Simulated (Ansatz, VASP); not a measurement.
## Two plane-wave programs on SiC

```xyz
2
Lattice="0.0000 2.0285 2.0285 2.0285 0.0000 2.0285 2.0285 2.0285 0.0000" Properties=species:S:1:pos:R:3 pbc="T T T"
Si    0.0000    0.0000    0.0000
C     2.0285    2.0285    2.0285
```

Alike in both runs: functional PBE; k mesh 24 × 24 × 24; occupations gaussian, width 0.1 eV; no spin polarisation.

Ansatz relaxed the structure, and its values are those at the end. VASP's run is a single point on that final structure, the one shown.

|  | VASP | Ansatz |
| --- | --- | --- |
| version | VASP 6.6.1 | Ansatz 0.2.0 |
| potentials or method | VASP PAW PBE potentials, release 64 (Si, C) | scalar-relativistic, plane waves, PAW |
| plane-wave cutoff (eV) | 520 | 420 |
| valence electrons in the cell | 8 | 8 |

Ansatz gave:

| Property | Result |
| --- | --- |
| gap on the k mesh at the Fermi level (eV) | none |
| pressure (GPa) | 0.0 |

**Question.** Which values does VASP return?

**Answer.** gap on the k mesh at the Fermi level (eV): none; pressure (GPa): 0.2.

A gap of «none» marks a metal or a gap that the smearing closes.
